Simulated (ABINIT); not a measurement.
# AlPt: relaxation of cell and atoms with LDA

Crystal: AlPt.

```
Pt Al
1.0
     3.09155    0.00000    0.00000
     0.00000    3.09155    0.00000
     0.00000    0.00000    3.09155
Pt Al
1 1
Direct
  0.50000 0.50000 0.50000
  0.00000 0.00000 0.00000
```

Measurements of this composition are mostly on another form, of space group No. 198.

```
Program                     : ABINIT 10.8.3 (patched build)
Task                        : relaxation of cell and atoms
Functional                  : LDA
Potentials or basis         : PseudoDojo NC SR LDA v0.4.1 standard
Cutoff                      : 1088 eV
k mesh                      : 7 × 7 × 7
Occupations                 : fermi-dirac, width 0.05 eV
Spin                        : no spin polarisation
Cell freedom (optcell)      : 2
Optimiser (ionmov)          : 2
Cutoff smearing ecutsm (Ha) : 0.5
Force stop (Ha/bohr)        : 2e-05
```

The relaxed volume is 13.98 Å³/atom. The relaxed cell is a = 3.035 Å, b = 3.035 Å, c = 3.035 Å, α = 90.00°, β = 90.00°, γ = 90.00° and the space group after relaxing (to 0.05 Å) is Pm-3m (No. 221). The energy gained by relaxing is 27.0 meV/atom, the ionic steps are 5 and the pressure after relaxing is 0.0 GPa. The band gap on the k mesh is none (metal or under the smearing width).

The path:
| step | energy change (eV) | largest force (eV/Å) | pressure (GPa) | volume (Å³) |
| --- | --- | --- | --- | --- |
| 1 | 0.0000 | 0.0000 | -10.36 | 29.55 |
| 2 | -0.0441 | 0.0000 | -4.72 | 28.62 |
| 3 | -0.0540 | 0.0000 | 0.44 | 27.90 |
| 4 | -0.0541 | 0.0000 | -0.02 | 27.96 |
| 5 | -0.0541 | 0.0000 | 0.00 | 27.96 |

Final structure:
```
CELL_PARAMETERS angstrom
3.03520 0.00000 0.00000
0.00000 3.03520 0.00000
0.00000 0.00000 3.03520
ATOMIC_POSITIONS crystal
Pt 0.50000 0.50000 0.50000
Al 0.00000 0.00000 0.00000
```

Wall time 120 s on 1 thread of Arm Neoverse V1 (shared host), peak memory 0.08 GiB.

The run has no spin-orbit coupling, so splittings on Pt are missing.
